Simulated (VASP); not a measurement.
# SnO (Romarchite) (P4/nmm) in VASP: notebook

Aim: see how the results for SnO (Romarchite) move with the level of theory and the settings. Levels: LDA, PBE+D3(BJ). Tasks: relaxation of cell and atoms.

Everything below comes from runs of VASP 6.6.1. Logs are shortened: lines on timing, memory, paths and dates and some standing lists are left out, and cuts for length are marked.

## Step 1: The structure

It takes space group P4/nmm (No. 129, tetragonal). The conventional cell has a = 3.768 Å, b = 3.768 Å, c = 4.634 Å, α = 90.00°, β = 90.00°, γ = 90.00°. Sn (site symmetry 4mm) is surrounded by 4 O at 2.21 Å. O (site symmetry -4m2) is surrounded by 4 Sn at 2.21 Å.

## Step 2: Relaxation of cell and atoms, LDA

INCAR

```
SYSTEM = SnO
PREC = Accurate
ENCUT = 600
EDIFF = 1E-7
ISMEAR = 0
SIGMA = 0.03
LREAL = .FALSE.
LASPH = .TRUE.
NELM = 80
ALGO = Normal
ISIF = 3
LWAVE = .FALSE.
LCHARG = .FALSE.
IBRION = 2
NSW = 90
EDIFFG = -0.005
```

KPOINTS

```
regular mesh
0
G
  8 8 6
  0 0 0
```

POSCAR

```
SnO                                     
1.0
    3.7676348455      0.0000000000      0.0000000000
    0.0000000000      3.7676348455      0.0000000000
    0.0000000000      0.0000000000      4.6340963092
  Sn              O             
     2     2
Direct
     0.5000000000000000    0.0000000000000000    0.2479354426635589
     0.0000000000000000    0.5000000000000000    0.7520645573364411
     0.0000000000000000    0.0000000000000000    0.0000000000000000
     0.5000000000000000    0.5000000000000000    0.0000000000000000
```

Potentials or basis: VASP PAW LDA potentials, release 64 (Sn_d, O).

Started as:

```sh
cat potpaw_LDA.64/Sn_d/POTCAR potpaw_LDA.64/O/POTCAR > POTCAR
mpirun -np 1 vasp_std > vasp.out
```

OUTCAR:

```text
SYSTEM = SnO
   PREC = Accurate
   ENCUT = 600
   EDIFF = 1E-7
   ISMEAR = 0
   LREAL = .FALSE.
   LASPH = .TRUE.
   NELM = 80
   ISIF = 3
   IBRION = 2
   NSW = 90
   EDIFFG = -0.005

 ion  position               nearest neighbor table
   1  0.500  0.000  0.248-   3 2.21   4 2.21   4 2.21   3 2.21   2 3.52   2 3.52   2 3.52   2 3.52
                             2 3.54   2 3.54   2 3.54   2 3.54
   2  0.000  0.500  0.752-   3 2.21   4 2.21   3 2.21   4 2.21   1 3.52   1 3.52   1 3.52   1 3.52
                             1 3.54   1 3.54   1 3.54   1 3.54
   3  0.000  0.000  0.000-   1 2.21   2 2.21   2 2.21   1 2.21
   4  0.500  0.500  0.000-   1 2.21   2 2.21   1 2.21   2 2.21

  LATTYP: Found a simple tetragonal cell.
 ALAT       =     3.7676348455
 C/A-ratio  =     1.2299749045

  Lattice vectors:

 A1 = (   3.7676348455,   0.0000000000,   0.0000000000)
 A2 = (   0.0000000000,   3.7676348455,   0.0000000000)
 A3 = (   0.0000000000,   0.0000000000,   4.6340963092)

Analysis of symmetry for initial positions (statically):
=====================================================================
 Subroutine PRICEL returns:
 Original cell was already a primitive cell.

 Routine SETGRP: Setting up the symmetry group for a
 simple tetragonal supercell.

 Subroutine GETGRP returns: Found 16 space group operations
 (whereof  8 operations were pure point group operations)
 out of a pool of 16 trial point group operations.

The static configuration has the point symmetry D_2d.
 The point group associated with its full space group is D_4h.

Analysis of symmetry for dynamics (positions and initial velocities):
=====================================================================
 Subroutine PRICEL returns:
 Original cell was already a primitive cell.

 Routine SETGRP: Setting up the symmetry group for a
 simple tetragonal supercell.

 Subroutine GETGRP returns: Found 16 space group operations
 (whereof  8 operations were pure point group operations)
 out of a pool of 16 trial point group operations.

The dynamic configuration has the point symmetry D_2d.
 The point group associated with its full space group is D_4h.

 Subroutine INISYM returns: Found 16 space group operations
 (whereof  8 operations are pure point group operations),
 and found     1 'primitive' translations

----------------------------------------------------------------------------------------

                                     Primitive cell

  volume of cell :      65.7813

  direct lattice vectors                    reciprocal lattice vectors
     3.767634845  0.000000000  0.000000000     0.265418503  0.000000000  0.000000000
     0.000000000  3.767634845  0.000000000     0.000000000  0.265418503  0.000000000
     0.000000000  0.000000000  4.634096309     0.000000000  0.000000000  0.215791803

  length of vectors
     3.767634845  3.767634845  4.634096309     0.265418503  0.265418503  0.215791803

  position of ions in fractional coordinates (direct lattice)
     0.500000000  0.000000000  0.247935443
     0.000000000  0.500000000  0.752064557
     0.000000000  0.000000000  0.000000000
     0.500000000  0.500000000  0.000000000

  ion indices of the primitive-cell ions
   primitive index   ion index
                 1           1
                 2           2
                 3           3
                 4           4

----------------------------------------------------------------------------------------

 KPOINTS: regular mesh

Automatic generation of k-mesh.
 Grid dimensions read from file:
 generate k-points for:    8    8    6

 Generating k-lattice:

  Cartesian coordinates                     Fractional coordinates (reciprocal lattice)
     0.033177313  0.000000000  0.000000000     0.125000000  0.000000000  0.000000000
     0.000000000  0.033177313  0.000000000     0.000000000  0.125000000  0.000000000
     0.000000000  0.000000000  0.035965301     0.000000000  0.000000000  0.166666667

  Length of vectors
     0.033177313  0.033177313  0.035965301

  Shift w.r.t. Gamma in fractional coordinates (k-lattice)
     0.000000000  0.000000000  0.000000000

 Subroutine IBZKPT returns following result:
 ===========================================

 Found     60 irreducible k-points:

 Following reciprocal coordinates:
            Coordinates               Weight
  0.000000  0.000000  0.000000      1.000000
  0.125000  0.000000  0.000000      4.000000
  0.250000  0.000000  0.000000      4.000000
  0.375000  0.000000  0.000000      4.000000
  0.500000  0.000000  0.000000      2.000000
  0.125000  0.125000  0.000000      4.000000
[... 16 lines left out ...]
  0.375000  0.125000  0.166667     16.000000
  0.500000  0.125000  0.166667      8.000000
 [... further k-points ...]
   k-points           NKPTS =     60   k-points in BZ     NKDIM =     60   number of bands    NBANDS=     24
   number of dos      NEDOS =    301   number of ions     NIONS =      4
   total plane-waves  NPLWV =  36000
   dimension x,y,z NGX =    30 NGY =   30 NGZ =   40
   dimension x,y,z NGXF=    60 NGYF=   60 NGZF=   80
   ions per type =               2   2
   NGX,Y,Z   is equivalent  to a cutoff of  13.24, 13.24, 14.35 a.u.
   NGXF,Y,Z  is equivalent  to a cutoff of  26.47, 26.47, 28.70 a.u.
 SYSTEM =  SnO
   PREC   = accura    normal or accurate (medium, high low for compatibility)
   ISTART =      0    job   : 0-new  1-cont  2-samecut
   ICHARG =      2    charge: 1-file 2-atom 10-const
   ISPIN  =      1    spin polarized calculation?
   LNONCOLLINEAR =      F non collinear calculations
   LSORBIT =      F    spin-orbit coupling
   LASPH  =      T    aspherical Exc in radial PAW
   ENCUT  =  600.0 eV  44.10 Ry    6.64 a.u.   7.52  7.52  9.26*2*pi/ulx,y,z
   NELM   =     80;   NELMIN=  2; NELMDL= -5     # of ELM steps
   EDIFF  = 0.1E-06   stopping-criterion for ELM
   LREAL  =      F    real-space projection
   EDIFFG = -.5E-02   stopping-criterion for IOM
   NSW    =     90    number of steps for IOM
   IBRION =      2    ionic relax: 0-MD 1-quasi-New 2-CG
   NFREE  =      1    steps in history (QN), initial steepest desc. (CG)
   ISIF   =      3    stress and relaxation
   ISYM   =      2    0-nonsym 1-usesym 2-fastsym
   POTIM  = 0.5000    time-step for ionic-motion
   TEBEG  =    0.0;   TEEND  =   0.0 temperature during run
   PSTRESS=    0.0 pullay stress
   NELECT =      40.0000    total number of electrons
   NUPDOWN=      -1.0000    fix difference up-down
   EMIN   =  10.00;   EMAX   =-10.00  energy-range for DOS
   EFERMI =   0.00;   METHOD = LEGACY
   ISMEAR =     0;   SIGMA  =   0.03  broadening in eV -4-tet -1-fermi 0-gaus
   EFERMI_NEDOS =   21; number of points for ismear=-14 and -15
   IALGO  =     38    algorithm
   IMIX   =      4    mixing-type and parameters
     AMIX     =   0.40;   BMIX     =  1.00
     AMIX_MAG =   1.60;   BMIX_MAG =  1.00
  volume/ion in A,a.u.               =      16.45       110.98
  Fermi-wavevector in a.u.,A,eV,Ry     =   1.386949  2.620954 26.172555  1.923629
  Thomas-Fermi vector in A             =   2.511217
   LORBIT       =      0    0 simple, 1 ext, 2 COOP (PROOUT), +10 PAW based schemes
   GGA     = CA    functional components
   LHFCALC =     F    Hartree Fock is set to
   AEXX    =    0.0000 exact exchange contribution
   IVDW    =     0    specifies the selected vdW correction
   LEPSILON=     F    determine dielectric tensor
   LRPA    =     F    only Hartree local field effects (RPA)
 conjugate gradient relaxation of ions
 non-spin polarized calculation
 Gauss-broadening in eV      SIGMA  =   0.03
  energy-cutoff  :      600.00
  volume of cell :       65.78
 maximum number of plane-waves:      2215
   NGX = 15   NGY = 15   NGZ = 19

 number of electron      40.0000010 magnetization

 Free energy of the ion-electron system (eV)
  ---------------------------------------------------
  ext. energy  EPLUGINS =         0.00000000
  ---------------------------------------------------
  free energy    TOTEN  =       -25.73796956 eV

  energy without entropy =      -25.73771550  energy(sigma->0) =      -25.73784253

 E-fermi :   7.6604     XC(G=0): -11.0190

 val. band max:        7.6536874202   @ k =   0.1250   0.0000   0.0000
 cond. band min:       7.8686830141   @ k =   0.5000   0.5000   0.1667
 fundamental gap:      0.2149955939
 Fermi energy:         7.6604398381

 k-point     1 :       0.0000    0.0000    0.0000
  band No.  band energies     occupation
      1     -14.3680      2.00000
      2     -13.9073      2.00000
      3     -13.9073      2.00000
      4     -13.8875      2.00000
      5     -13.8449      2.00000
      6     -13.8398      2.00000
[... 16 lines left out ...]
     23      12.1150      0.00000
     24      12.3820      0.00000

 k-point     2 :       0.1250    0.0000    0.0000
  band No.  band energies     occupation
      1     -14.3586      2.00000
      2     -13.9038      2.00000
      3     -13.9015      2.00000
      4     -13.8882      2.00000
      5     -13.8404      2.00000
      6     -13.8375      2.00000
[... 16 lines left out ...]
     23      12.2187      0.00000
     24      12.7748      0.00000

 k-point     3 :       0.2500    0.0000    0.0000
  band No.  band energies     occupation
      1     -14.3325      2.00000
      2     -13.9959      2.00000
      3     -13.8929      2.00000
      4     -13.8854      2.00000
      5     -13.8545      2.00000
      6     -13.8412      2.00000
[... 16 lines left out ...]
     23      12.5195      0.00000
     24      12.7456      0.00000

 k-point     4 :       0.3750    0.0000    0.0000
  band No.  band energies     occupation
      1     -14.2905      2.00000
      2     -14.1271      2.00000
      3     -13.8760      2.00000
      4     -13.8633      2.00000
      5     -13.8502      2.00000
      6     -13.8410      2.00000
[... 16 lines left out ...]
     23      12.9760      0.00000
     24      13.2536      0.00000

 k-point     5 :       0.5000    0.0000    0.0000
  band No.  band energies     occupation
      1     -14.2253      2.00000
      2     -14.2253      2.00000
      3     -13.8592      2.00000
      4     -13.8592      2.00000
      5     -13.8450      2.00000
      6     -13.8450      2.00000
[... 16 lines left out ...]
     23      13.4776      0.00000
     24      13.4777      0.00000

 k-point     6 :       0.1250    0.1250    0.0000
  band No.  band energies     occupation
      1     -14.3508      2.00000
      2     -13.9106      2.00000
      3     -13.9064      2.00000
      4     -13.8847      2.00000
      5     -13.8774      2.00000
      6     -13.8396      2.00000
[... 16 lines left out ...]
     23      11.4134      0.00000
     24      12.7245      0.00000
[... 379 lines left out ...]
 k-point    21 :       0.1250    0.1250    0.1667
  band No.  band energies     occupation
      1     -14.3456      2.00000
      2     -13.9246      2.00000
      3     -13.9045      2.00000
      4     -13.8800      2.00000
      5     -13.8768      2.00000
      6     -13.8328      2.00000
[... 16 lines left out ...]
     23      10.6867      0.00000
     24      13.2003      0.00000

 k-point    22 :       0.2500    0.1250    0.1667
  band No.  band energies     occupation
      1     -14.3269      2.00000
      2     -14.0425      2.00000
      3     -13.8978      2.00000
      4     -13.8714      2.00000
      5     -13.8639      2.00000
      6     -13.8304      2.00000
[... 16 lines left out ...]
     23      11.1742      0.00000
     24      13.0437      0.00000

 k-point    23 :       0.3750    0.1250    0.1667
  band No.  band energies     occupation
      1     -14.2957      2.00000
      2     -14.1584      2.00000
      3     -13.8852      2.00000
      4     -13.8647      2.00000
      5     -13.8528      2.00000
      6     -13.8335      2.00000
[... 16 lines left out ...]
     23      11.9512      0.00000
     24      13.0725      0.00000

 k-point    24 :       0.5000    0.1250    0.1667
  band No.  band energies     occupation
      1     -14.2431      2.00000
      2     -14.2431      2.00000
      3     -13.8717      2.00000
      4     -13.8717      2.00000
      5     -13.8428      2.00000
      6     -13.8428      2.00000
[... 16 lines left out ...]
     23      12.6376      0.00000
     24      12.6376      0.00000

 [... further k-points ...]

------------------------ aborting loop because EDIFF is reached ----------------------------------------

  FORCE on cell =-STRESS in cart. coord.  units (eV):
  Direction    XX          YY          ZZ          XY          YZ          ZX
  --------------------------------------------------------------------------------------
  -------------------------------------------------------------------------------------
  Total        0.0016608      0.0016608      0.0059362      0.0000000     -0.0000000      0.0000000
  in kB        0.0404498      0.0404498      0.1445837      0.0000000     -0.0000000      0.0000000
  external PRESSURE =       0.0751611 kB  Pullay stress =       0.0000000 kB

 VOLUME and BASIS-vectors are now :
 -----------------------------------------------------------------------------
  energy-cutoff  :      600.00
  volume of cell :       65.78
      direct lattice vectors                 reciprocal lattice vectors
     3.767634845  0.000000000  0.000000000     0.265418503  0.000000000  0.000000000
     0.000000000  3.767634845  0.000000000     0.000000000  0.265418503  0.000000000
     0.000000000  0.000000000  4.634096309     0.000000000  0.000000000  0.215791803

 POSITION                                       TOTAL-FORCE (eV/Angst)
 -----------------------------------------------------------------------------------
      1.88382      0.00000      1.14896         0.000000     -0.000000     -0.000513
      0.00000      1.88382      3.48514        -0.000000     -0.000000      0.000513
      0.00000      0.00000      0.00000         0.000000      0.000000      0.000000
      1.88382      1.88382      0.00000         0.000000     -0.000000      0.000000
 -----------------------------------------------------------------------------------
    total drift:                                0.000000      0.000000     -0.000000

  FREE ENERGIE OF THE ION-ELECTRON SYSTEM (eV)
  ---------------------------------------------------
  free  energy   TOTEN  =       -25.7379695629 eV

  energy  without entropy=      -25.7377155024  energy(sigma->0) =      -25.73784253

 reached required accuracy - stopping structural energy minimisation
```

It took 72 s on 1 thread of Intel Xeon 6975P-C (Granite Rapids), shared host; peak memory 0.22 GiB.

What came out:

* Free energy: -25.7380 eV
* Pressure after relaxing: 0.0 GPa
* Band gap on the k mesh: none (metal or under the smearing width)

Final structure:
```
CELL_PARAMETERS angstrom
3.76763 0.00000 0.00000
0.00000 3.76763 0.00000
0.00000 0.00000 4.63410
ATOMIC_POSITIONS crystal
Sn 0.50000 0.00000 0.24794
Sn 0.00000 0.50000 0.75206
O 0.00000 0.00000 0.00000
O 0.50000 0.50000 0.00000
```

Levels at points of the mesh, in eV from the Fermi level:
```csv
k point,band 18,band 19,band 20,band 21,band 22,band 23
"(0.00, 0.00, 0.00)",-3.32,-3.32,-0.01,2.30,4.45,4.45
"(0.50, 0.00, 0.00)",-5.08,-2.95,-2.95,3.38,3.38,5.82
"(0.50, 0.50, 0.00)",-2.63,-1.96,-1.96,-0.26,-0.26,4.43
"(0.00, 0.00, 0.50)",-3.34,-2.76,-2.31,1.54,2.57,2.57
"(0.50, 0.00, 0.50)",-5.03,-1.82,-1.82,2.78,2.78,5.21
"(0.50, 0.50, 0.50)",-2.98,-2.64,-2.64,2.21,2.21,4.38
```

Caveat: the relaxation stopped at its first step, so nothing moved.

## Step 3: Relaxation of cell and atoms, PBE+D3(BJ)

This run uses another cell than the first one, of 17.46 Å³/atom, 1.062 times its volume.

INCAR

```
ALGO     = Normal         # electronic algorithm
EDIFF    = 1E-6           # SCF threshold, eV
EDIFFG   = -0.01          # ionic threshold
ENCUT    = 600            # plane-wave cutoff, eV
GGA      = PE             # functional
IBRION   = 2              # ionic algorithm
ISIF     = 3              # what is computed and relaxed
ISMEAR   = 0              # smearing method
IVDW     = 12             # dispersion correction
LASPH    = T              # aspherical terms in the spheres
LCHARG   = F              # write CHGCAR
LREAL    = F              # projectors in reciprocal space
LWAVE    = F              # write WAVECAR
NELM     = 80             # most SCF steps
NSW      = 90             # ionic steps
PREC     = Accurate       # precision mode
SIGMA    = 0.03           # smearing width, eV
```

KPOINTS

```
k-points
0
Gamma
  8 8 6
```

POSCAR

```
SnO
1.0
    3.7986000000      0.0000000000      0.0000000000
    0.0000000000      3.7986000000      0.0000000000
    0.0000000000      0.0000000000      4.8408000000
Sn O
2 2
Direct
    0.5000000000      0.0000000000      0.2369000000
    0.0000000000      0.5000000000      0.7631000000
    0.0000000000      0.0000000000      0.0000000000
    0.5000000000      0.5000000000      0.0000000000
```

Potentials or basis: VASP PAW PBE potentials, release 64 (Sn_d, O).

Started as:

```sh
cat potpaw_PBE.64/Sn_d/POTCAR potpaw_PBE.64/O/POTCAR > POTCAR
mpirun -np 1 vasp_std > vasp.out
```

Run time: 9.2 min. Hardware: 1 thread of Intel Xeon 6975P-C (Granite Rapids), shared host; peak memory 0.27 GiB.

The run converged. Its results:

```
Free energy                            : -23.6336 eV
Relaxed volume                         : 17.39 Å³/atom
Relaxed cell                           : a = 3.835 Å, b = 3.835 Å, c = 4.728 Å, α = 90.00°, β = 90.00°, γ = 90.00°
Space group after relaxing (to 0.05 Å) : P4/nmm (No. 129)
Energy gained by relaxing              : 7.0 meV/atom
Ionic steps                            : 15
Pressure after relaxing                : 0.0 GPa
Largest force after relaxing           : 0.004 eV/Å
Band gap on the k mesh                 : none (metal or under the smearing width)
Dispersion energy per atom             : -0.237 eV
```

Forces in eV/Å, atoms in the order of the input:
```
Sn   0.000  0.000 -0.004
Sn   0.000  0.000  0.004
O    0.000  0.000  0.000
O    0.000  0.000  0.000
```

Stress tensor (GPa, compression positive):
```
-0.04  0.00  0.00
 0.00 -0.04  0.00
 0.00  0.00  0.04
```

Step by step:
```
step  energy change (eV)  largest force (eV/Å)  pressure (GPa)  volume (Å³)
   1              0.0000                0.5986            2.85        69.85
   2              0.0007                0.5050           -2.93        73.04
   3             -0.0222                0.0328           -0.21        71.39
   4             -0.0222                0.0443           -0.09        71.36
   5             -0.0234                0.0545           -0.12        71.24
   6             -0.0256                0.0856           -0.12        70.88
   7             -0.0239                0.1446           -0.08        70.13
   8             -0.0259                0.1072           -0.12        70.66
   9             -0.0269                0.0494           -0.19        70.42
  10             -0.0275                0.0452           -0.41        69.97
  11             -0.0279                0.0041            0.09        69.37
  12             -0.0280                0.0122           -0.01        69.50
  13             -0.0280                0.0142           -0.05        69.53
  14             -0.0280                0.0153           -0.02        69.52
  15             -0.0280                0.0041           -0.02        69.55
```

Final structure:
```
CELL_PARAMETERS angstrom
3.83538 0.00000 0.00000
0.00000 3.83538 0.00000
0.00000 0.00000 4.72805
ATOMIC_POSITIONS crystal
Sn 0.50000 0.00000 0.24596
Sn 0.00000 0.50000 0.75404
O 0.00000 0.00000 0.00000
O 0.50000 0.50000 0.00000
```

Levels at points of the mesh, in eV from the Fermi level:
```
           k point  band 16  band 17  band 18  band 19  band 20  band 21  band 22  band 23  band 24
(0.00, 0.00, 0.00)    -6.08    -3.33    -3.03    -3.03     0.01     2.21     4.48     4.48     4.80
(0.50, 0.00, 0.00)    -4.80    -4.67    -4.67    -2.69    -2.69     3.33     3.33     5.78     5.78
(0.50, 0.50, 0.00)    -4.91    -2.38    -2.38    -1.86    -1.86    -0.06    -0.06     4.56     4.56
(0.00, 0.00, 0.50)    -3.42    -3.04    -3.04    -2.94    -2.08     1.75     2.77     2.77     3.54
(0.50, 0.00, 0.50)    -5.33    -4.62    -4.62    -1.67    -1.67     2.74     2.74     5.24     5.24
(0.50, 0.50, 0.50)    -5.47    -2.77    -2.77    -2.38    -2.38     2.32     2.32     4.30     4.30
```

Caveat: pairwise dispersion overbinds metals, which lowers pressure and volume.
